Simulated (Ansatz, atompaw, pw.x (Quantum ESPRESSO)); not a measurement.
**lead: does the PAW (atompaw) potential hold in the solid?**

| Property | Result |
| --- | --- |
| Element | lead |
| Generator | atompaw 4.2.0.5 |
| Type | PAW |
| Functional | PBE |
| Relativity | scalar-relativistic |
| Frozen core | [Xe] 4f14 5d10 |
| Valence charge | 4 |
| Reference configuration | 6s1.5 6p2.5 |
| Partial waves | 6s (bound): rc 2.60 bohr; 6s channel at 2.3 Ry: rc 1.75 bohr; 6p (bound): rc 2.60 bohr; 6p channel at 0.9 Ry: rc 2.60 bohr |
| Local potential | bessel scheme, radius 2.25 bohr |
| Core correction | smooth core density matched at 1.95 bohr |
| Augmentation charge | besselshape compensation charge, radius 2.35 bohr; PAW radius 2.60 bohr; waves and projectors: custom rrkj gramschmidtortho |

Atomic tests: cutoffs needed: 6 Ry and 8 Ry (the cutoffs (Ry, on a coarse ladder) from which the occupation-weighted sum of valence levels, in a spherical-Bessel basis at the reference potential, stays within 10 and 1 mRy of its value at 400 Ry); ghost test: no extra level below or beside the all-electron valence levels (s, p, d, f tested) (spherical-Bessel basis up to 400 Ry, 20 bohr box); lowest eigenvalue of the overlap operator: 0.34 (s channel).

Crystal test: sc Pb in pw.x 7.5, no spin, 10³ k-points, Fermi–Dirac smearing 0.01 Ry, cutoffs 40/400 Ry. The lattice is a test structure that the element need not adopt, and mesh and smearing are coarse.

pw.x input:

```
&control
  calculation='scf', prefix='x', pseudo_dir='./', outdir='./tmp', tstress=.true., disk_io='low'
/
&system
  ibrav=0, nat=1, ntyp=1, ecutwfc=40, ecutrho=400, nbnd=9,
  occupations='smearing', smearing='fd', degauss=0.01
/
&electrons
  conv_thr=1e-09, mixing_beta=0.4, electron_maxstep=70
/
ATOMIC_SPECIES
Pb 1.0 Pb.UPF
CELL_PARAMETERS angstrom
  3.25708121 0.00000000 0.00000000
  0.00000000 3.25708121 0.00000000
  0.00000000 0.00000000 3.25708121
ATOMIC_POSITIONS crystal
Pb 0.0000 0.0000 0.0000
K_POINTS automatic
10 10 10 0 0 0
```

```bash
pw.x < Pb.scf.in > Pb.scf.out
```

**Question.** How does the run end?

**Answer.** It converges; the pressure is -9.37 GPa against -0.11 GPa from all-electron LAPW. This is a poor potential for the solid. The pseudo pressure rises with volume over part of the range, a mechanical instability. The log shows:

```
     lattice parameter (alat)  =       6.1550  a.u.
     unit-cell volume          =     233.1752 (a.u.)^3
     number of electrons       =         4.00
     number of Kohn-Sham states=            9
     kinetic-energy cutoff     =      40.0000  Ry
     charge density cutoff     =     400.0000  Ry
     scf convergence threshold =      1.0E-09
     Exchange-correlation= SLA PW PBX PBC
     number of k points=    56  Fermi-Dirac smearing, width (Ry)=  0.0100
     negative rho (up, down):  4.051E-02 0.000E+00
     iteration #  1     ecut=    40.00 Ry     beta= 0.40
     negative rho (up, down):  3.947E-02 0.000E+00
     total energy              =    -777.09927909 Ry
     estimated scf accuracy    <       0.00167964 Ry
     iteration #  2     ecut=    40.00 Ry     beta= 0.40
     negative rho (up, down):  3.789E-02 0.000E+00
     total energy              =    -777.09928500 Ry
     estimated scf accuracy    <       0.00050027 Ry
     iteration #  3     ecut=    40.00 Ry     beta= 0.40
     negative rho (up, down):  3.726E-02 0.000E+00
     total energy              =    -777.09932052 Ry
     estimated scf accuracy    <       0.00000534 Ry
     iteration #  4     ecut=    40.00 Ry     beta= 0.40
     negative rho (up, down):  3.732E-02 0.000E+00
     total energy              =    -777.09932117 Ry
     estimated scf accuracy    <       0.00000007 Ry
     iteration #  5     ecut=    40.00 Ry     beta= 0.40
     negative rho (up, down):  3.732E-02 0.000E+00
     total energy              =    -777.09932118 Ry
     estimated scf accuracy    <          1.1E-09 Ry
     iteration #  6     ecut=    40.00 Ry     beta= 0.40
     negative rho (up, down):  3.733E-02 0.000E+00
     the Fermi energy is     3.9471 ev
!    total energy              =    -777.09932118 Ry
     estimated scf accuracy    <          1.2E-10 Ry
     smearing contrib. (-TS)   =      -0.00305360 Ry
     convergence has been achieved in   6 iterations
     negative rho (up, down):  3.733E-02 0.000E+00
          total   stress  (Ry/bohr**3)                   (kbar)     P=      -93.68
```
